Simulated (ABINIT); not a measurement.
Here is an ABINIT 10.8.3 (patched build) calculation.

The input run.abi:

```
# Datasets: ground state, then fixed potential
ndtset 2

# Pseudopotentials
pp_dirpath "./"
pseudos "Sr.GGA_PBE-JTH.xml, O.GGA_PBE-JTH.xml"

# Structure
acell 3.6292962651 3.6292962651 3.6292962651 Angstrom
rprim
     0.0000000000     0.7071067812     0.7071067812
     0.7071067812     0.0000000000     0.7071067812
     0.7071067812     0.7071067812     0.0000000000
ntypat 2
znucl 38 8
natom 2
typat 1 2
xred
     0.5000000000     0.5000000000     0.5000000000
     0.0000000000     0.0000000000     0.0000000000

# Plane-wave basis
ecut 28.0
pawecutdg 50.0
pawxcdev 0

# Exchange and correlation
ixc 15

# Bands and occupations
occopt 3
tsmear 0.05 eV

# SCF cycle
nstep 100

# Output
iomode 3
prtwf 0
prteig 0
prtebands 0
prtden1 1

# Dataset 1
kptopt1 1
ngkpt1 9 9 9
nshiftk1 1
shiftk1 0.0 0.0 0.0
nband1 12
tolvrs1 1.0e-9

# Dataset 2: bands along G-X-W-K-G-L-U-W-L-K
iscf2 -2
getden2 1
nband2 18
nbdbuf2 4
tolwfr2 1.0e-11
kptopt2 -9
ndivsm2 8
prteig2 1
prtvol2 -3
kptbounds2
     0.0000000000     0.0000000000     0.0000000000
     0.5000000000     0.0000000000     0.5000000000
     0.5000000000     0.2500000000     0.7500000000
     0.3750000000     0.3750000000     0.7500000000
     0.0000000000     0.0000000000     0.0000000000
     0.5000000000     0.5000000000     0.5000000000
     0.6250000000     0.2500000000     0.6250000000
     0.5000000000     0.2500000000     0.7500000000
     0.5000000000     0.5000000000     0.5000000000
     0.3750000000     0.3750000000     0.7500000000
```

Potentials or basis: JTH PAW PBE v2.0.

The run is started by

```bash
$ abinit run.abi > log 2>&1
```

**Question.** Estimate the pressure.

**Answer.** 6.0 GPa.

**Question.** Predict the band gap on the k mesh.

**Answer.** 3.49 eV, indirect (least direct gap 3.57 eV).

**Question.** Predict the band gap along the path.

**Answer.** 3.43 eV, indirect (least direct gap 3.51 eV).

Levels at the corners of the path, in eV from the valence-band top:
```tsv
point	band 6	band 7	band 8	band 9	band 10	band 11
Γ	0.00	0.00	0.00	4.22	6.34	6.34
X	-0.39	-0.07	-0.07	3.43	7.93	10.23
W	-1.10	-0.40	-0.40	6.16	6.16	8.72
K	-0.92	-0.56	-0.44	4.93	8.05	8.84
Γ	0.00	0.00	0.00	4.22	6.34	6.34
L	-2.10	-1.11	-1.11	6.71	8.62	8.96
U	-0.92	-0.56	-0.44	4.93	8.05	8.84
W	-1.10	-0.40	-0.40	6.16	6.16	8.72
L	-2.10	-1.11	-1.11	6.71	8.62	8.96
K	-0.92	-0.56	-0.44	4.93	8.05	8.84
```

Caveat: the PAW data sets were made with another functional, which shifts forces and pressure a little. RPBE gaps usually lie below the measured ones, often by a third to a half.
